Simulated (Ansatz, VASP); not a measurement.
KBr: VASP beside Ansatz

The input INCAR:

```
ALGO = Normal
EDIFF = 1E-8
ENCUT = 520
GGA = PE
ISIF = 2
ISMEAR = -1
LASPH = T
LCHARG = F
LEFG = T
LREAL = F
LWAVE = F
NBANDS = 15
NELM = 80
PREC = Accurate
SIGMA = 0.01
```

File KPOINTS:

```
k-points
0
Gamma
  7 7 7
```

POSCAR

```
KBr
1.0
    0.0000000000      3.2925000000      3.2925000000
    3.2925000000      0.0000000000      3.2925000000
    3.2925000000      3.2925000000      0.0000000000
K Br
1 1
Direct
    0.0000000000      0.0000000000      0.0000000000
    0.5000000000      0.5000000000      0.5000000000
```

Input for Ansatz:

```yaml
crystal:
  lattice:
    - [0.0, 3.2925, 3.2925]
    - [3.2925, 0.0, 3.2925]
    - [3.2925, 3.2925, 0.0]
  atoms:
    - { symbol: K, position: [0.0, 0.0, 0.0] }
    - { symbol: Br, position: [0.5, 0.5, 0.5] }
kpoints:
  mp_grid: { grid: [7, 7, 7] }
  band_path:
    path:
      - [0.0, 0.0, 0.0]
      - [0.5, 0.0, 0.5]
      - [0.625, 0.25, 0.625]
      - [0.375, 0.375, 0.75]
      - [0.0, 0.0, 0.0]
      - [0.5, 0.5, 0.5]
      - [0.5, 0.25, 0.75]
      - [0.5, 0.0, 0.5]
    npoints: 14
scf:
  occupations: { method: fermi_dirac, width: 0.01 }
hamiltonian:
  xc: pbe
  pseudopotentials: { kind: paw }
output:
  forces: true
  stress: true
  eigenvalues: true
  efg: { contact_densities: true }
  populations: true
  bader: true
  dos: { projected: true, de: 0.2, e_range: [-14, 8] }
  write_density: true
  write_potential: true
  elf: true
  volumetric_format: npy
```

Alike in both runs: task electric field gradients; functional PBE; k mesh 7 × 7 × 7; occupations fermi-dirac, width 0.01 eV; no spin polarisation.

|  | VASP | Ansatz |
| --- | --- | --- |
| version | VASP 6.6.1 | Ansatz 0.2.0 |
| potentials or method | VASP PAW PBE potentials, release 64 (K_sv, Br) | PAW with Ansatz's default frozen-core files, scalar-relativistic |
| plane-wave cutoff (eV) | 520 | 420 |
| valence electrons in the cell | 16 | 16 |

|  | VASP | Ansatz | Ansatz less VASP |
| --- | --- | --- | --- |
| gap on the k mesh at the Fermi level (eV) | 4.45 | 4.45 | +0.002 |
| pressure (GPa) | 0.9 | 0.8 | -0.04 |
| Vzz of the field gradient on the site that differs most (V/Å²) | 0.0 | 0.0 | 0.00 |

Expect the measured gap to be larger: semilocal functionals such as PBE lack the derivative discontinuity.
